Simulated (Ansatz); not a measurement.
# AgI (Iodargyrite): the cost of one run

Program: Ansatz 0.2.0. Level of theory: reference: DFT, PBE, plane waves, PAW. These are calculated values, not measurements.

## Step 1: The structure to begin with

Symmetry: P6_3mc, No. 186, hexagonal system. Conventional cell: a = 4.651 Å, b = 4.651 Å, c = 7.600 Å, α = 90.00°, β = 90.00°, γ = 120.00°. Around Ag (site symmetry 3m) lie 4 I at 2.85 Å. I (site symmetry 3m) has 4 Ag at 2.85 Å as nearest neighbours.

Structure file:

```xyz
4
Lattice="4.6507 0.0000 0.0000 -2.3254 4.0277 0.0000 0.0000 0.0000 7.5997" Properties=species:S:1:pos:R:3 pbc="T T T"
Ag    2.3254    1.3426    4.7690
Ag    0.0000    2.6851    0.9691
I     2.3254    1.3426    0.0188
I     0.0000    2.6851    3.8187
```

## Step 2: Reference

File input.yaml:

```yaml
crystal:
  lattice:
    - [4.6507421514, 0.0, 0.0]
    - [-2.3253710757, 4.0276608495, 0.0]
    - [0.0, 0.0, 7.5997163705]
  atoms:
    - { symbol: Ag, position: [0.6666666667, 0.3333333333, 0.6275238183] }
    - { symbol: Ag, position: [0.3333333333, 0.6666666667, 0.1275238183] }
    - { symbol: I, position: [0.6666666667, 0.3333333333, 0.0024761817] }
    - { symbol: I, position: [0.3333333333, 0.6666666667, 0.5024761817] }
kpoints:
  mp_grid: { grid: [6, 6, 2] }
hamiltonian:
  xc: pbe
scf:
  occupations: { method: fixed }
  n_extra_bands: 5
output:
  forces: true
  stress: true
  eigenvalues: true
```

Run with:

```console
$ ansatz run input.yaml --threads 4 --pin off --max-ram 3686MiB --backend cpu --events-out ev --progress --plain --runs-dir out
```

Q: Estimate wall time and peak memory on 4 threads of Arm Neoverse V1, shared host.

About 2 s, with a peak of 0.43 GiB.
